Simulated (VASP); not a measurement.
# Li (Fm-3m) in VASP: notebook

The runs below take Li through relaxation of cell and atoms, relaxation of the atoms, with HSE03+D4, SCAN+rVV10.

Everything below comes from runs of VASP 6.6.1. Logs are shortened: lines on timing, memory, paths and dates and some standing lists are left out, and cuts for length are marked.

**1. The undisturbed crystal**

Symmetry: Fm-3m, No. 225, cubic system. The conventional cell has a = 4.404 Å, b = 4.404 Å, c = 4.404 Å, α = 90.00°, β = 90.00°, γ = 90.00°. Li (site symmetry m-3m) has 12 Li at 3.11 Å as nearest neighbours.

This isn't the form of Li at room conditions, which is bcc.

**2. Relaxation of cell and atoms, HSE03+D4 (cell strained at random at fixed volume)**

The input, POSCAR:

```
Li
1.0
   -0.0293910000      2.1895430000      2.1679420000
    2.2441730000     -0.0795680000      2.2181200000
    2.1523320000      2.1478800000      0.0122730000
Li
1
Direct
   -0.0023980000      0.0053010000      0.0029690000
```

The input, INCAR.step1:

```
SYSTEM = Li
PREC = Accurate ; ENCUT = 600
EDIFF = 1E-5 ; ISMEAR = 1
SIGMA = 0.1 ; LREAL = .FALSE.
LASPH = .TRUE. ; NELM = 60
ALGO = Normal ; LWAVE = .TRUE.
LCHARG = .FALSE. ; GGA = PE
```

The input, INCAR.step2:

```
SYSTEM = Li
PREC = Accurate ; ENCUT = 600
EDIFF = 1E-6 ; ISMEAR = 1
SIGMA = 0.1 ; LREAL = .FALSE.
LASPH = .TRUE. ; NELM = 60
ALGO = Normal ; ISIF = 3
LWAVE = .FALSE. ; LCHARG = .FALSE.
GGA = PE ; LHFCALC = .TRUE.
HFSCREEN = 0.3 ; PRECFOCK = Fast
IVDW = 13 ; IBRION = 2
NSW = 60 ; EDIFFG = -0.005
ISTART = 1
```

The input, KPOINTS:

```
regular mesh
0
G
  5 5 5
  0 0 0
```

Potentials or basis: VASP PAW PBE potentials, release 64 (Li_sv).

Run with:

```console
> cat potpaw_PBE.64/Li_sv/POTCAR > POTCAR
> cp INCAR.step1 INCAR
> mpirun -np 1 vasp_std > vasp.out
> cp INCAR.step2 INCAR
> mpirun -np 1 vasp_std > vasp.out
```

OUTCAR:

```text
SYSTEM = Li
   PREC = Accurate
   ENCUT = 600
   EDIFF = 1E-6
   ISMEAR = 1
   LREAL = .FALSE.
   LASPH = .TRUE.
   NELM = 60
   ISIF = 3
   GGA = PE
   LHFCALC = .TRUE.
   HFSCREEN = 0.3
   PRECFOCK = Fast
   IVDW = 13
   IBRION = 2
   NSW = 60
   EDIFFG = -0.005
   ISTART = 1

 ion  position               nearest neighbor table
   1  0.998  0.005  0.003-

  LATTYP: Found a triclinic cell.
 ALAT       =     3.0407354635
 B/A-ratio  =     1.0087485830
 C/A-ratio  =     1.0380299495
 COS(alpha) =     0.0121824455
 COS(beta)  =     0.4882967713
 COS(gamma) =     0.4910332523

  Lattice vectors:

 A1 = (  -2.1523320000,  -2.1478800000,  -0.0122730000)
 A2 = (  -2.1817230000,   0.0416630000,   2.1556690000)
 A3 = (  -2.2441730000,   0.0795680000,  -2.2181200000)

Analysis of symmetry for initial positions (statically):
=====================================================================
 Subroutine PRICEL returns:
 Original cell was already a primitive cell.

 Routine SETGRP: Setting up the symmetry group for a
 triclinic supercell.

 Subroutine GETGRP returns: Found  2 space group operations
 (whereof  1 operations were pure point group operations)
 out of a pool of  2 trial point group operations.

The static configuration has the point symmetry C_1 .
 The point group associated with its full space group is S_2 .

Analysis of symmetry for dynamics (positions and initial velocities):
=====================================================================
 Subroutine PRICEL returns:
 Original cell was already a primitive cell.

 Routine SETGRP: Setting up the symmetry group for a
 triclinic supercell.

 Subroutine GETGRP returns: Found  2 space group operations
 (whereof  1 operations were pure point group operations)
 out of a pool of  2 trial point group operations.

The dynamic configuration has the point symmetry C_1 .
 The point group associated with its full space group is S_2 .

 Subroutine INISYM returns: Found  2 space group operations
 (whereof  1 operations are pure point group operations),
 and found     1 'primitive' translations

----------------------------------------------------------------------------------------

                                     Primitive cell

  volume of cell :      21.3541

  direct lattice vectors                    reciprocal lattice vectors
    -0.029391000  2.189543000  2.167942000    -0.223152685  0.222279589  0.233747305
[... 120 lines left out ...]
   PSTRESS=    0.0 pullay stress
   NELECT =       3.0000    total number of electrons
   NUPDOWN=      -1.0000    fix difference up-down
   EMIN   =  10.00;   EMAX   =-10.00  energy-range for DOS
   EFERMI =   0.00;   METHOD = LEGACY
   ISMEAR =     1;   SIGMA  =   0.10  broadening in eV -4-tet -1-fermi 0-gaus
   EFERMI_NEDOS =   21; number of points for ismear=-14 and -15
   IALGO  =     38    algorithm
   IMIX   =      1    mixing-type and parameters
     AMIX     =   0.40;   BMIX     =  1.00
     AMIX_MAG =   1.60;   BMIX_MAG =  1.00
  volume/ion in A,a.u.               =      21.35       144.10
  Fermi-wavevector in a.u.,A,eV,Ry     =   0.851049  1.608250  9.854489  0.724285
  Thomas-Fermi vector in A             =   1.967122
   LORBIT       =      0    0 simple, 1 ext, 2 COOP (PROOUT), +10 PAW based schemes
   GGA     = PE    functional components
   LHFCALC =     T    Hartree Fock is set to
   PRECFOCK=fast      Normal, Fast or Accurate (Low or Medium for compatibility)
   ENCUT4O =  -1.0   cutoff for four orbital integrals eV
   NKREDX  =     1    reduce k-point grid by
   NKREDY  =     1    reduce k-point grid by
   NKREDZ  =     1    reduce k-point grid by
   AEXX    =    0.2500 exact exchange contribution
   HFSCREEN=    0.3000 screening length (either q_TF or 0.3 A-1)
   HFSCREENC=   0.3000 screening length for correlation (either q_TF or 0.3 A-1)
   ENCUTFOCK=  -1.0 apply spherical cutoff to Coloumb kernel
   IVDW    =    13    specifies the selected vdW correction
   LEPSILON=     F    determine dielectric tensor
   LRPA    =     F    only Hartree local field effects (RPA)
 conjugate gradient relaxation of ions
 non-spin polarized calculation
 Methfessel and Paxton  Order N= 1 SIGMA  =   0.10
  energy-cutoff  :      600.00
  volume of cell :       21.35
 maximum number of plane-waves:       723
 NGX is ok and might be reduce to    28
  NGX = 14; NGY = 14; NGZ = 14

--------------------------------------- Ionic step        1  -------------------------------------------

 number of electron       2.9999999 magnetization

 Free energy of the ion-electron system (eV)
  ---------------------------------------------------
  ext. energy  EPLUGINS =         0.00000000
  ---------------------------------------------------
  free energy    TOTEN  =        -1.98799573 eV

  energy without entropy =       -1.98776536  energy(sigma->0) =       -1.98791894

------------------------ aborting loop because EDIFF is reached ----------------------------------------

  DFT-D4 for vdW energy calculation

  Edisp (eV):   -0.01680
[... 102 lines left out ...]
  FREE ENERGIE OF THE ION-ELECTRON SYSTEM (eV)
  ---------------------------------------------------
  free  energy   TOTEN  =        -2.0187941020 eV

  energy  without entropy=       -2.0185913898  energy(sigma->0) =       -2.01872653

[... ionic steps 4 to 11 ...]

--------------------------------------- Ionic step       12  -------------------------------------------

 number of electron       2.9999999 magnetization

------------------------ aborting loop because EDIFF is reached ----------------------------------------
[... 73 lines left out ...]
--------------------------------------- Ionic step       14  -------------------------------------------

 number of electron       3.0000000 magnetization

 Free energy of the ion-electron system (eV)
  ---------------------------------------------------
  ext. energy  EPLUGINS =         0.00000000
  ---------------------------------------------------
  free energy    TOTEN  =        -2.00289898 eV

  energy without entropy =       -2.00261144  energy(sigma->0) =       -2.00280314

 E-fermi :   0.8693     XC(G=0):  -6.1356

 val. band max:        0.8390598780   @ k =   0.4000   0.0000   0.4000
 cond. band min:       1.3962742900   @ k =  -0.4000  -0.4000   0.4000
 fundamental gap:      0.5572144121
 Fermi energy:         0.8692943359

 k-point     1 :       0.0000    0.0000    0.0000
  band No.  band energies     occupation
      1     -49.2733      2.00000
      2      -3.5012      2.00000
      3      15.9073      0.00000
      4      16.0288      0.00000
      5      16.0396      0.00000
[... 305 lines left out ...]
 k-point    40 :       0.2000   -0.0000    0.4000
  band No.  band energies     occupation
      1     -49.2543      2.00000
      2      -0.4300      2.00000
      3       7.4628      0.00000
      4      11.5744      0.00000
      5      11.8551      0.00000

 [... further k-points ...]

------------------------ aborting loop because EDIFF is reached ----------------------------------------

  DFT-D4 for vdW energy calculation

  Edisp (eV):   -0.01809
[... 24 lines left out ...]
  FREE ENERGIE OF THE ION-ELECTRON SYSTEM (eV)
  ---------------------------------------------------
  free  energy   TOTEN  =        -2.0209873223 eV

  energy  without entropy=       -2.0206997854  energy(sigma->0) =       -2.02089148

 reached required accuracy - stopping structural energy minimisation
```

OUTCAR.step1:

```text
SYSTEM = Li
   PREC = Accurate
   ENCUT = 600
   EDIFF = 1E-5
   ISMEAR = 1
   LREAL = .FALSE.
   LASPH = .TRUE.
   NELM = 60
[... 570 lines left out ...]
 -----------------------------------------------------------------------------------
     -0.01103      2.19025      2.17454         0.000000      0.000000     -0.000000
 -----------------------------------------------------------------------------------
    total drift:                                0.000002      0.000002     -0.000014

  FREE ENERGIE OF THE ION-ELECTRON SYSTEM (eV)
  ---------------------------------------------------
  free  energy   TOTEN  =        -1.9454266690 eV

  energy  without entropy=       -1.9448889517  energy(sigma->0) =       -1.94524743
```

Run time: 5.7 min. Hardware: 1 thread of Intel Xeon Platinum 8488C (Sapphire Rapids), shared host; peak memory 0.24 GiB.

Results:

```yaml
Free_energy: -2.0210 eV
Relaxed_volume: 19.83 Å³/atom
Relaxed_cell: a = 2.988 Å, b = 3.018 Å, c = 3.119 Å, α = 58.25°, β = 59.19°, γ = 62.53°
Space_group_after_relaxing_to_0.05_Å: Fmmm (No. 69)
Energy_gained_by_relaxing: 16.2 meV/atom
Ionic_steps: 14
Pressure_after_relaxing: 0.0 GPa
Band_gap_on_the_k_mesh: none (metal or under the smearing width)
Dispersion_energy_per_atom: -0.018 eV
```

The path:
| step | energy change (eV) | largest force (eV/Å) | pressure (GPa) | volume (Å³) |
| --- | --- | --- | --- | --- |
| 1 | 0.0000 | 0.0000 | -0.85 | 21.35 |
| 2 | -0.0066 | 0.0000 | -0.69 | 21.00 |
| 3 | -0.0140 | 0.0000 | -0.31 | 20.31 |
| 4 | -0.0148 | 0.0000 | -0.09 | 19.98 |
| 5 | -0.0156 | 0.0000 | -0.04 | 19.89 |
| 6 | -0.0161 | 0.0000 | 0.11 | 19.68 |
| 7 | -0.0161 | 0.0000 | 0.14 | 19.71 |
| 8 | -0.0161 | 0.0000 | 0.11 | 19.74 |
| 9 | -0.0161 | 0.0000 | 0.08 | 19.72 |
| 10 | -0.0161 | 0.0000 | 0.09 | 19.72 |
| 11 | -0.0162 | 0.0000 | 0.08 | 19.78 |
| 12 | -0.0162 | 0.0000 | -0.02 | 19.92 |
| 13 | -0.0162 | 0.0000 | -0.03 | 19.87 |
| 14 | -0.0162 | 0.0000 | 0.00 | 19.83 |

Final structure:
```
Li
1.0
     0.00098    2.18412    2.03959
     2.22579    0.00013    2.03889
     2.22539    2.18494   -0.00022
Li
1
Direct
  0.99760 0.00530 0.00297
```

Caveat: the k mesh is coarse (spacing up to 0.51 Å⁻¹), so the values aren't converged, least of all with exact exchange; the cutoff is under 1.25 times the usual one of these potentials, so pressure, stress and relaxed cells hold a basis-set (Pulay) error; the PAW data sets were made with another functional, which shifts forces and pressure a little; pairwise dispersion overbinds metals, which lowers pressure and volume.

**3. Relaxation of the atoms, SCAN+rVV10 (cell strained at random at fixed volume)**

The input, INCAR:

```
SYSTEM = Li
  PREC = Accurate
  ENCUT = 520
  EDIFF = 1E-6
  ISMEAR = -1
  SIGMA = 0.02
  LREAL = .False.
  LASPH = .True.
  NELM = 80
  ALGO = Normal
  ISIF = 2
  LWAVE = .False.
  LCHARG = .False.
  METAGGA = SCAN
  LMIXTAU = .True.
  LUSE_VDW = .True.
  IVDW_NL = 2
  BPARAM = 15.7
  CPARAM = 0.0093
  IBRION = 2
  NSW = 40
  EDIFFG = -0.005
```

The input, KPOINTS:

```
Automatic mesh
0
Gamma
  10 10 10
  0 0 0
```

The input, POSCAR:

```
Li
3.1523
    0.013217967833      0.709057196333      0.705013164991
    0.693915553723      0.017928179425      0.700302953399
    0.705366874980      0.715798305999      0.006476858167
Li
1
Direct
    0.0045760000     -0.0043720000      0.0027650000
```

Potentials or basis: VASP PAW PBE potentials, release 64 (Li_sv).

Run with:

```console
> cat potpaw_PBE.64/Li_sv/POTCAR > POTCAR
> mpirun -np 1 vasp_std > vasp.out
```

It took 3.8 min on 1 thread of Intel Xeon Platinum 8559C (Emerald Rapids), shared host; peak memory 0.23 GiB.

Results (log left out):

| Property | Result |
| --- | --- |
| Free energy | -2.3221 eV |
| Band gap on the k mesh | none (metal or under the smearing width) |

Final structure:
```
Li
1.0
     0.04167    2.23516    2.22241
     2.18743    0.05652    2.20757
     2.22353    2.25641    0.02042
Li
1
Cartesian
  2.1842 0.0727 2.2081
```

Levels at points of the mesh, in eV from the Fermi level:
```tsv
k point	band 1	band 2	band 3	band 4	band 5
(0.00, 0.00, 0.00)	-48.11	-3.62	14.62	15.06	15.49
(0.50, 0.00, 0.00)	-48.10	0.12	3.16	13.02	13.27
(0.00, 0.50, 0.00)	-48.10	0.20	3.27	12.82	13.16
(0.50, 0.50, 0.00)	-48.10	1.73	4.71	8.39	9.39
(0.00, 0.00, 0.50)	-48.10	0.01	3.00	13.17	13.55
(0.50, 0.00, 0.50)	-48.10	1.65	4.65	8.94	8.99
(0.00, 0.50, 0.50)	-48.09	1.85	4.84	8.54	8.96
(0.50, 0.50, 0.50)	-48.10	-0.12	2.88	13.45	13.71
```

Caveat: the cutoff is under 1.25 times the usual one of these potentials, so pressure, stress and relaxed cells hold a basis-set (Pulay) error; the relaxation stopped at its first step, so nothing moved; the PAW data sets were made with another functional, which shifts forces and pressure a little; pairwise dispersion overbinds metals, which lowers pressure and volume.

**4. The reference run**

An earlier run on the cell as given: functional PBE; potentials or basis VASP PAW PBE potentials, release 64 (Li_sv); cutoff 520 eV; k mesh 10 × 10 × 10; occupations fermi-dirac, width 0.05 eV; no spin polarisation.

* Band gap on the k mesh: none (metal or under the smearing width)

**5. Overview**

| task | level | cell | k mesh | cutoff (eV) | smearing | grid for exact exchange (PRECFOCK) | mesh quality | gap on the mesh (eV) |
| --- | --- | --- | --- | --- | --- | --- | --- | --- |
| relaxation of cell and atoms | HSE03+D4 | relaxed from: cell strained at random at fixed volume | 5 × 5 × 5 | 600 | methfessel-paxton 0.1 eV | Fast | coarse | none |
| relaxation of the atoms | SCAN+rVV10 | atoms relaxed from: cell strained at random at fixed volume | 10 × 10 × 10 | 520 | fermi-dirac 0.02 eV | - | not flagged | none |
| single point | PBE | as given | 10 × 10 × 10 | 520 | fermi-dirac 0.05 eV | - | not flagged | none |

Alike in all rows: potentials or basis VASP PAW PBE potentials, release 64 (Li_sv); no spin polarisation.

Caveats: some runs use coarse meshes; the cutoff is under 1.25 times the usual one of these potentials, so pressure, stress and relaxed cells hold a basis-set (Pulay) error; the PAW data sets were made with another functional, which shifts forces and pressure a little (some runs); pairwise dispersion overbinds metals, which lowers pressure and volume (some runs); the relaxation stopped at its first step, so nothing moved (some runs).

Absolute energies hang on the potentials; compare differences alone.
